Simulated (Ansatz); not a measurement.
# H started midway between two neighbours in rutile SnO2, 73 atoms, charge +1

All numbers come from Ansatz (PAW, plane waves, no spin–orbit coupling) at the single k point (¼, ¼, ¼) without its symmetry partners. The atoms were relaxed with PBEsol in a fixed cell; other functionals are single points on those atoms unless said otherwise. The valence top and gap of the host come from its small cell on a dense mesh, with the band extrema sought between the mesh points, lined up by the mean potential, PBEsol gap 0.92 eV, HSE06 (atoms relaxed with HSE06) gap 2.75 eV. The charge correction uses an assumed dielectric constant of 12.

Cell: a = 9.538 Å, b = 9.538 Å, c = 9.636 Å, α = 90.00°, β = 90.00°, γ = 90.00°.

Nearest atoms after relaxation, from the placed atom (for vacancies from the middle of the vacant sites): O at 1.01 Å, O at 1.98 Å, O at 2.33 Å, O at 2.33 Å, Sn at 2.44 Å, O at 2.50 Å, O at 2.50 Å, Sn at 2.61 Å.

Chemical potentials μ are those of reference phases of the elements at zero temperature by the same functional (the usual solids, diamond for C, grey Sn, and the molecules H2, N2, O2, F2, Cl2, Br2 and S8).

```
                      functional  E(defect) − E(host) − Σ nμ + q·E_VBM (eV)  monopole (eV)  alignment (eV)  formation energy at E_F = VBM (eV)  moment (μB)             wall time, shared host
                          PBEsol                                      -1.87           0.18            0.01                               -1.68  0 (no spin)  10 s on NVIDIA GB200 (relaxation)
HSE06 (atoms relaxed with HSE06)                                      -2.93           0.18            0.01                               -2.74  0 (no spin)  31 s on NVIDIA GB200 (relaxation)
```

HSE06 (atoms relaxed with HSE06) one-electron levels near the gap (the ten most localised at most), from the host's valence top, not corrected for the charge's images:

```
level (eV)  spin  filling  atoms sharing it  element of the atom with most weight
     -0.16  both     2.00              44.4                                spread
```

All elements are taken at their own reference at once; growth conditions in equilibrium with the host shift these energies, by up to the host's formation enthalpy.

One k point and a cell of this size can leave errors of several tenths of an eV in such numbers.
